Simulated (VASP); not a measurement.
# AlN (P6_3/mmc) in VASP: a series of runs

One crystal, AlN, is run at these levels: PBEsol; tasks: single point.

Everything below comes from runs of VASP 6.6.1. Logs are shortened: lines on timing, memory, paths and dates and some standing lists are left out, and cuts for length are marked.

## 1. Starting point

The structure is hexagonal, space group P6_3/mmc (No. 194). Conventional cell: a = 3.302 Å, b = 3.302 Å, c = 3.962 Å, α = 90.00°, β = 90.00°, γ = 120.00°. Al (site symmetry -6m2) has 5 N at 1.91 to 1.98 Å as nearest neighbours. Around N (site symmetry -6m2) lie 5 Al at 1.91 to 1.98 Å.

The cell was built by a generator and needn't be a form met in nature.

## 2. Single point, PBEsol

Contents of INCAR:

```
SYSTEM = AlN
ALGO = Normal
EDIFF = 1E-6
ENCUT = 520
GGA = PS
ISIF = 2
ISMEAR = 0
LASPH = .TRUE.
LCHARG = .TRUE.
LELF = .TRUE.
LREAL = .FALSE.
LVHAR = .TRUE.
LWAVE = .FALSE.
NBANDS = 16
NELM = 60
PREC = Accurate
SIGMA = 0.01
```

Contents of KPOINTS:

```
k-points
0
G
  9 9 7
  0 0 0
```

Contents of POSCAR:

```
AlN
1.0
    1.6509287806     -2.8594086479      0.0000000000
    1.6509287806      2.8594086479      0.0000000000
    0.0000000000      0.0000000000      3.9622290734
Al N
2 2
Direct
    0.0000013692     -0.0000013692     -0.0039628796
    0.6666652975      0.3333347025      0.4960371204
    0.0000035984     -0.0000035984      0.4959628796
    0.6666630683      0.3333369317      0.9959628796
```

Potentials or basis: VASP PAW PBE potentials, release 64 (Al, N).

Run with:

```
> cat potpaw_PBE.64/Al/POTCAR potpaw_PBE.64/N/POTCAR > POTCAR
> mpirun -np 1 vasp_std > vasp.out
```

OUTCAR:

```text
SYSTEM = AlN
   EDIFF = 1E-6
   ENCUT = 520
   GGA = PS
   ISIF = 2
   ISMEAR = 0
   LASPH = .TRUE.
   LREAL = .FALSE.
   NELM = 60
   PREC = Accurate

 ion  position               nearest neighbor table
   1  0.000  1.000  0.996-   4 1.91   4 1.91   4 1.91   3 1.98   3 1.98   2 2.75   2 2.75   2 2.75
                             2 2.75   2 2.75   2 2.75
   2  0.667  0.333  0.496-   3 1.91   3 1.91   3 1.91   4 1.98   4 1.98   1 2.75   1 2.75   1 2.75
                             1 2.75   1 2.75   1 2.75
   3  0.000  1.000  0.496-   2 1.91   2 1.91   2 1.91   1 1.98   1 1.98
   4  0.667  0.333  0.996-   1 1.91   1 1.91   1 1.91   2 1.98   2 1.98

  LATTYP: Found a base centered orthorhombic cell.
 ALAT       =     3.3018575612
 B/A-ratio  =     1.7319999999
 C/A-ratio  =     1.2000000000

  Lattice vectors:

 A1 = (   1.6509287806,  -2.8594086479,   0.0000000000)
 A2 = (   1.6509287806,   2.8594086479,   0.0000000000)
 A3 = (   0.0000000000,   0.0000000000,   3.9622290734)

Analysis of symmetry for initial positions (statically):
=====================================================================
 Subroutine PRICEL returns:
 Original cell was already a primitive cell.

 Routine SETGRP: Setting up the symmetry group for a
 base centered orthorhombic supercell.

 Subroutine GETGRP returns: Found  4 space group operations
 (whereof  2 operations were pure point group operations)
 out of a pool of  8 trial point group operations.

The static configuration has the point symmetry C_1h.
 The point group associated with its full space group is C_2v.

Analysis of symmetry for dynamics (positions and initial velocities):
=====================================================================
 Subroutine PRICEL returns:
 Original cell was already a primitive cell.

 Routine SETGRP: Setting up the symmetry group for a
 base centered orthorhombic supercell.

 Subroutine GETGRP returns: Found  4 space group operations
 (whereof  2 operations were pure point group operations)
 out of a pool of  8 trial point group operations.

The dynamic configuration has the point symmetry C_1h.
 The point group associated with its full space group is C_2v.

 Subroutine INISYM returns: Found  4 space group operations
 (whereof  2 operations are pure point group operations),
 and found     1 'primitive' translations

----------------------------------------------------------------------------------------

                                     Primitive cell

  volume of cell :      37.4088

  direct lattice vectors                    reciprocal lattice vectors
     1.650928781 -2.859408648  0.000000000     0.302859824 -0.174861330  0.000000000
     1.650928781  2.859408648  0.000000000     0.302859824  0.174861330  0.000000000
     0.000000000  0.000000000  3.962229073     0.000000000  0.000000000  0.252383187

  length of vectors
     3.301784919  3.301784919  3.962229073     0.349714967  0.349714967  0.252383187

  position of ions in fractional coordinates (direct lattice)
     0.000001369  0.999998631  0.996037120
     0.666665298  0.333334702  0.496037120
     0.000003598  0.999996402  0.495962880
     0.666663068  0.333336932  0.995962880

  ion indices of the primitive-cell ions
   primitive index   ion index
                 1           1
                 2           2
                 3           3
                 4           4

----------------------------------------------------------------------------------------

 KPOINTS: k-points

Automatic generation of k-mesh.
 Grid dimensions read from file:
 generate k-points for:    9    9    7

 Generating k-lattice:

  Cartesian coordinates                     Fractional coordinates (reciprocal lattice)
     0.033651092 -0.019429037  0.000000000     0.111111111  0.000000000  0.000000000
     0.033651092  0.019429037  0.000000000     0.000000000  0.111111111  0.000000000
     0.000000000  0.000000000  0.036054741     0.000000000  0.000000000  0.142857143

  Length of vectors
     0.038857219  0.038857219  0.036054741

  Shift w.r.t. Gamma in fractional coordinates (k-lattice)
     0.000000000  0.000000000  0.000000000

 Subroutine IBZKPT returns following result:
 ===========================================

 Found    100 irreducible k-points:

 Following reciprocal coordinates:
            Coordinates               Weight
  0.000000  0.000000  0.000000      1.000000
  0.111111 -0.000000  0.000000      4.000000
  0.222222  0.000000  0.000000      4.000000
  0.333333 -0.000000  0.000000      4.000000
  0.444444  0.000000  0.000000      4.000000
  0.111111  0.111111  0.000000      2.000000
[... 16 lines left out ...]
 -0.333333  0.333333  0.000000      2.000000
  0.444444  0.444444  0.000000      2.000000
 [... further k-points ...]
   k-points           NKPTS =    100   k-points in BZ     NKDIM =    100   number of bands    NBANDS=     16
   number of dos      NEDOS =    301   number of ions     NIONS =      4
   total plane-waves  NPLWV =  23520
   dimension x,y,z NGX =    28 NGY =   28 NGZ =   30
   dimension x,y,z NGXF=    56 NGYF=   56 NGZF=   60
   ions per type =               2   2
   NGX,Y,Z   is equivalent  to a cutoff of  14.10, 14.10, 12.59 a.u.
   NGXF,Y,Z  is equivalent  to a cutoff of  28.20, 28.20, 25.17 a.u.
 SYSTEM =  AlN
   PREC   = accura    normal or accurate (medium, high low for compatibility)
   ISTART =      0    job   : 0-new  1-cont  2-samecut
   ICHARG =      2    charge: 1-file 2-atom 10-const
   ISPIN  =      1    spin polarized calculation?
   LNONCOLLINEAR =      F non collinear calculations
   LSORBIT =      F    spin-orbit coupling
   LASPH  =      T    aspherical Exc in radial PAW
   ENCUT  =  520.0 eV  38.22 Ry    6.18 a.u.   6.14  6.14  7.37*2*pi/ulx,y,z
   NELM   =     60;   NELMIN=  2; NELMDL= -5     # of ELM steps
   EDIFF  = 0.1E-05   stopping-criterion for ELM
   LREAL  =      F    real-space projection
   EDIFFG = 0.1E-04   stopping-criterion for IOM
   NSW    =      0    number of steps for IOM
   IBRION =     -1    ionic relax: 0-MD 1-quasi-New 2-CG
   NFREE  =      0    steps in history (QN), initial steepest desc. (CG)
   ISIF   =      2    stress and relaxation
   ISYM   =      2    0-nonsym 1-usesym 2-fastsym
   POTIM  = 0.5000    time-step for ionic-motion
   TEBEG  =    0.0;   TEEND  =   0.0 temperature during run
   PSTRESS=    0.0 pullay stress
   NELECT =      16.0000    total number of electrons
   NUPDOWN=      -1.0000    fix difference up-down
   EMIN   =  10.00;   EMAX   =-10.00  energy-range for DOS
   EFERMI =   0.00;   METHOD = LEGACY
   ISMEAR =     0;   SIGMA  =   0.01  broadening in eV -4-tet -1-fermi 0-gaus
   EFERMI_NEDOS =   21; number of points for ismear=-14 and -15
   IALGO  =     38    algorithm
   IMIX   =      4    mixing-type and parameters
     AMIX     =   0.40;   BMIX     =  1.00
     AMIX_MAG =   1.60;   BMIX_MAG =  1.00
  volume/ion in A,a.u.               =       9.35        63.11
  Fermi-wavevector in a.u.,A,eV,Ry     =   1.233455  2.330893 20.700069  1.521412
  Thomas-Fermi vector in A             =   2.368185
   LORBIT       =      0    0 simple, 1 ext, 2 COOP (PROOUT), +10 PAW based schemes
   GGA     = PS    functional components
   LHFCALC =     F    Hartree Fock is set to
   AEXX    =    0.0000 exact exchange contribution
   IVDW    =     0    specifies the selected vdW correction
   LEPSILON=     F    determine dielectric tensor
   LRPA    =     F    only Hartree local field effects (RPA)
 non-spin polarized calculation
 Gauss-broadening in eV      SIGMA  =   0.01
  energy-cutoff  :      520.00
  volume of cell :       37.41
 maximum number of plane-waves:      1023
 NGX is ok and might be reduce to    28
   NGX = 13   NGY = 13   NGZ = 15

 number of electron      15.9999999 magnetization

 Free energy of the ion-electron system (eV)
  ---------------------------------------------------
  ext. energy  EPLUGINS =         0.00000000
  ---------------------------------------------------
  free energy    TOTEN  =       -30.86233389 eV

  energy without entropy =      -30.86233389  energy(sigma->0) =      -30.86233389

 E-fermi :   8.3811     XC(G=0): -11.6181

 val. band max:        8.3276527220   @ k =   0.0000   0.0000   0.0000
 cond. band min:      12.0774668439   @ k =   0.0000   0.0000   0.0000
 fundamental gap:      3.7498141219
 Fermi energy:         8.3811266735

 k-point     1 :       0.0000    0.0000    0.0000
  band No.  band energies     occupation
      1      -8.7366      2.00000
      2      -4.4745      2.00000
      3       1.3710      2.00000
      4       4.9035      2.00000
      5       4.9038      2.00000
      6       6.9074      2.00000
[... 8 lines left out ...]
     15      20.3289      0.00000
     16      20.3294      0.00000

 k-point     2 :       0.1111   -0.0000    0.0000
  band No.  band energies     occupation
      1      -8.5915      2.00000
      2      -4.4973      2.00000
      3       1.5201      2.00000
      4       4.4401      2.00000
      5       4.6901      2.00000
      6       6.4443      2.00000
[... 8 lines left out ...]
     15      19.9081      0.00000
     16      20.6175      0.00000

 k-point     3 :       0.2222    0.0000    0.0000
  band No.  band energies     occupation
      1      -8.1735      2.00000
      2      -4.6113      2.00000
      3       1.9548      2.00000
      4       3.4266      2.00000
      5       4.2585      2.00000
      6       5.6189      2.00000
[... 8 lines left out ...]
     15      19.2853      0.00000
     16      21.6006      0.00000
[... 362 lines left out ...]
 k-point    23 :      -0.3333    0.3333    0.0000
  band No.  band energies     occupation
      1      -7.5478      2.00000
      2      -4.9133      2.00000
      3       2.4977      2.00000
      4       2.6229      2.00000
      5       3.8709      2.00000
      6       4.9306      2.00000
[... 8 lines left out ...]
     15      19.8109      0.00000
     16      22.3781      0.00000

 k-point    24 :       0.4444    0.4444    0.0000
  band No.  band energies     occupation
      1      -6.6887      2.00000
      2      -5.5117      2.00000
      3       1.8114      2.00000
      4       3.5884      2.00000
      5       3.6253      2.00000
      6       4.5079      2.00000
[... 8 lines left out ...]
     15      21.6509      0.00000
     16      22.8067      0.00000

 [... further k-points ...]

------------------------ aborting loop because EDIFF is reached ----------------------------------------

  FORCE on cell =-STRESS in cart. coord.  units (eV):
  Direction    XX          YY          ZZ          XY          YZ          ZX
  --------------------------------------------------------------------------------------
  -------------------------------------------------------------------------------------
  Total        1.4890529      1.4897900      4.0234029      0.0000000      0.0000000      0.0000000
  in kB       63.7744285     63.8059945    172.3177295      0.0000000      0.0000000      0.0000000
  external PRESSURE =      99.9660509 kB  Pullay stress =       0.0000000 kB

 VOLUME and BASIS-vectors are now :
 -----------------------------------------------------------------------------
  energy-cutoff  :      520.00
  volume of cell :       37.41
      direct lattice vectors                 reciprocal lattice vectors
     1.650928781 -2.859408648  0.000000000     0.302859824 -0.174861330  0.000000000
     1.650928781  2.859408648  0.000000000     0.302859824  0.174861330  0.000000000
     0.000000000  0.000000000  3.962229073     0.000000000  0.000000000  0.252383187

 POSITION                                       TOTAL-FORCE (eV/Angst)
 -----------------------------------------------------------------------------------
      1.65093      2.85940      3.94653         0.000000      0.000012     -0.002369
      1.65093     -0.95313      1.96541         0.000000     -0.000012     -0.002369
      1.65093      2.85939      1.96512         0.000000      0.000085      0.002369
      1.65093     -0.95312      3.94623         0.000000     -0.000085      0.002369
 -----------------------------------------------------------------------------------
    total drift:                               -0.000000     -0.000001     -0.000390

  FREE ENERGIE OF THE ION-ELECTRON SYSTEM (eV)
  ---------------------------------------------------
  free  energy   TOTEN  =       -30.8623338919 eV

  energy  without entropy=      -30.8623338919  energy(sigma->0) =      -30.86233389
```

Run time: 28 s. Hardware: 1 thread of Intel Xeon Platinum 8559C (Emerald Rapids), shared host; peak memory 0.18 GiB.

Results:

- Free energy: -30.8623 eV
- Pressure: 10.0 GPa
- Band gap on the k mesh: 3.75 eV, direct

Forces on the atoms (eV/Å):
```
Al   0.000  0.000 -0.002
Al   0.000  0.000 -0.002
N    0.000  0.000  0.002
N    0.000  0.000  0.002
```

Caveat: the PAW data sets were made with another functional, which shifts forces and pressure a little; an odd mesh through Γ misses points on the zone boundary, where band edges often lie.

## 3. Single point, PBEsol

This run uses another cell than the first one, of 8.47 Å³/atom, 0.906 times its volume.

Contents of INCAR:

```
SYSTEM = AlN
ALGO = Normal ; EDIFF = 1E-6
ENCUT = 520 ; GGA = PS
ISIF = 2 ; ISMEAR = 0
LASPH = .True. ; LCHARG = .True.
LELF = .True. ; LREAL = .False.
LVHAR = .True. ; LWAVE = .False.
NBANDS = 16 ; NELM = 60
PREC = Accurate ; SIGMA = 0.01
```

Contents of KPOINTS:

```
k-points
0
Gamma
  9 9 7
  0 0 0
```

Contents of POSCAR:

```
AlN
1.0
    1.8310255270     -2.1056793561      0.0000000000
    1.8310255270      2.1056793561      0.0000000000
    0.0000000000      0.0000000000      4.3944612648
Al N
2 2
Direct
    0.0194158951     -0.0194158951      0.0197831440
    0.5200376568      0.4799623432      0.5197831440
    0.0195775280     -0.0195775280      0.4722168560
    0.5198760239      0.4801239761      0.9722168560
```

Potentials or basis: VASP PAW PBE potentials, release 64 (Al, N).

Run with:

```
> cat potpaw_PBE.64/Al/POTCAR potpaw_PBE.64/N/POTCAR > POTCAR
> mpirun -np 1 vasp_std > vasp.out
```

Wall time 18 s (1 thread of Intel Xeon Platinum 8559C (Emerald Rapids), shared host); peak memory 0.17 GiB.

It converged, with:

```
Free energy            : -30.3285 eV
Pressure               : 10.0 GPa
Largest force          : 0.004 eV/Å
Band gap on the k mesh : 3.82 eV
```

Forces in eV/Å, atoms in the order of the input:
```
Al   0.000 -0.002  0.004
Al   0.000  0.002  0.004
N    0.000 -0.001 -0.004
N    0.000  0.001 -0.004
```

Stress tensor (GPa, compression positive):
```
40.72  0.00  0.00
 0.00 -7.74  0.00
 0.00  0.00 -2.89
```

Levels at points of the mesh, in eV from the valence-band top:
```tsv
k point	band 4	band 5	band 6	band 7	band 8	band 9	band 10	band 11	band 12	band 13
(0.00, 0.00, 0.00)	-3.30	-1.62	-1.20	-0.15	0.00	4.66	4.92	5.87	11.11	11.71
```

Caveat: the PAW data sets were made with another functional, which shifts forces and pressure a little; an odd mesh through Γ misses points on the zone boundary, where band edges often lie.

## 4. Single point, PBEsol

This run uses another cell than the first one, of 9.23 Å³/atom, 0.987 times its volume.

Contents of INCAR:

```
SYSTEM = AlN
PREC = Accurate
ENCUT = 520
EDIFF = 1E-6
ISMEAR = 0
SIGMA = 0.01
LREAL = .FALSE.
LASPH = .TRUE.
NELM = 80
ALGO = Normal
ISIF = 2
LWAVE = .FALSE.
LCHARG = .TRUE.
GGA = PS
LELF = .TRUE.
LVHAR = .TRUE.
NBANDS = 16
```

Contents of KPOINTS:

```
regular mesh
0
G
  9 9 7
  0 0 0
```

Contents of POSCAR:

```
AlN
1.0
    1.7442721420     -2.5291946058      0.0000000000
    1.7442721420      2.5291946058      0.0000000000
    0.0000000000      0.0000000000      4.1862531407
Al N
2 2
Direct
   -0.0178517003      0.0178517003     -0.0038536813
    0.6228790227      0.3771209773      0.4961463187
   -0.0086590449      0.0086590449      0.4958536813
    0.6136863673      0.3863136327      0.9958536813
```

Run with:

```
> cat potpaw_PBE.64/Al/POTCAR potpaw_PBE.64/N/POTCAR > POTCAR
> mpirun -np 1 vasp_std > vasp.out
```

Run time: 17 s. Hardware: 1 thread of Intel Xeon Platinum 8559C (Emerald Rapids), shared host; peak memory 0.17 GiB.

Results (log left out):

```yaml
Free_energy: -30.6266 eV
Pressure: 10.0 GPa
Largest_force: 0.008 eV/Å
Band_gap_on_the_k_mesh: 3.17 eV, indirect (least direct gap 3.62 eV)
```

Forces on the atoms (eV/Å):
```
Al   0.000 -0.003 -0.001
Al   0.000  0.003 -0.001
N    0.000 -0.008  0.001
N    0.000  0.008  0.001
```

Stress tensor (GPa, compression positive):
```
 8.80  0.00  0.00
 0.00 21.17  0.00
 0.00  0.00  0.01
```

Levels at points of the mesh, in eV from the valence-band top:
```csv
k point,band 4,band 5,band 6,band 7,band 8,band 9,band 10,band 11,band 12,band 13
"(0.00, 0.00, 0.00)",-3.99,-2.51,-1.92,-1.24,0.00,3.62,4.43,7.01,11.16,11.37
```

Caveat: the PAW data sets were made with another functional, which shifts forces and pressure a little; an odd mesh through Γ misses points on the zone boundary, where band edges often lie.

## 5. Single point, PBEsol

This run uses another cell than the first one, of 8.48 Å³/atom, 0.907 times its volume.

Contents of INCAR:

```
SYSTEM = AlN
PREC = Accurate ; ENCUT = 520
EDIFF = 1E-6 ; ISMEAR = 0
SIGMA = 0.01 ; LREAL = .FALSE.
LASPH = .TRUE. ; NELM = 100
ALGO = Fast ; ISIF = 2
LWAVE = .FALSE. ; LCHARG = .FALSE.
GGA = PS ; NBANDS = 16
```

Contents of KPOINTS:

```
Automatic mesh
0
G
  9 9 7
  0 0 0
```

Contents of POSCAR:

```
AlN
1.0
    1.9193029420     -1.9193029420      0.0000000000
    1.9193029420      1.9193029420      0.0000000000
    0.0000000000      0.0000000000      4.6063270607
Al N
2 2
Direct
    0.0033684095     -0.0033684095      0.0308315093
    0.5032982572      0.4967017428      0.5308315093
    0.0033432429     -0.0033432429      0.4611684907
    0.5033234238      0.4966765762      0.9611684907
```

Run with:

```
> cat potpaw_PBE.64/Al/POTCAR potpaw_PBE.64/N/POTCAR > POTCAR
> mpirun -np 1 vasp_std > vasp.out
```

It took 21 s on 1 thread of Intel Xeon Platinum 8559C (Emerald Rapids), shared host; peak memory 0.16 GiB.

The run converged. Its results:

| Property | Result |
| --- | --- |
| Free energy | -30.5068 eV |
| Pressure | 10.1 GPa |
| Largest force | 0.007 eV/Å |
| Band gap on the k mesh | 4.38 eV |

Forces on the atoms (eV/Å):
```
Al   0.000  0.002  0.007
Al   0.000 -0.002  0.007
N    0.000  0.002 -0.007
N    0.000 -0.002 -0.007
```

Stress tensor (GPa, compression positive):
```
16.80  0.00  0.00
 0.00 16.80  0.00
 0.00  0.00 -3.44
```

Levels at points of the mesh, in eV from the valence-band top:
```csv
k point,band 5,band 6,band 7,band 8,band 9,band 10,band 11,band 12
"(0.00, 0.00, 0.00)",-1.66,-0.11,-0.11,0.00,5.14,5.96,6.63,11.08
```

Caveat: the PAW data sets were made with another functional, which shifts forces and pressure a little; an odd mesh through Γ misses points on the zone boundary, where band edges often lie. PBEsol gaps usually lie below the measured ones, often by a third to a half.

## 6. Overview

| cell | gap on the mesh (eV) | pressure (GPa) | largest force (eV/Å) |
| --- | --- | --- | --- |
| P6_3/mmc, 9.35 Å³/atom | 3.75 | 10.0 | - |
| Cmc2_1, 8.47 Å³/atom | 3.82 | 10.0 | - |
| Cmc2_1, 9.23 Å³/atom | 3.17 | 10.0 | 0.01 |
| I4mm, 8.48 Å³/atom | 4.38 | 10.1 | 0.01 |

Alike in all rows: task single point; level PBEsol; potentials or basis VASP PAW PBE potentials, release 64 (Al, N); no spin polarisation; k mesh 9 × 9 × 7; cutoff (eV) 520; smearing gaussian 0.01 eV.

On the cell as given the gap runs from 3.17 eV (PBEsol) to 4.38 eV (PBEsol).

Caveats: the PAW data sets were made with another functional, which shifts forces and pressure a little; an odd mesh through Γ misses points on the zone boundary, where band edges often lie.

Absolute energies hang on the potentials; compare differences alone.
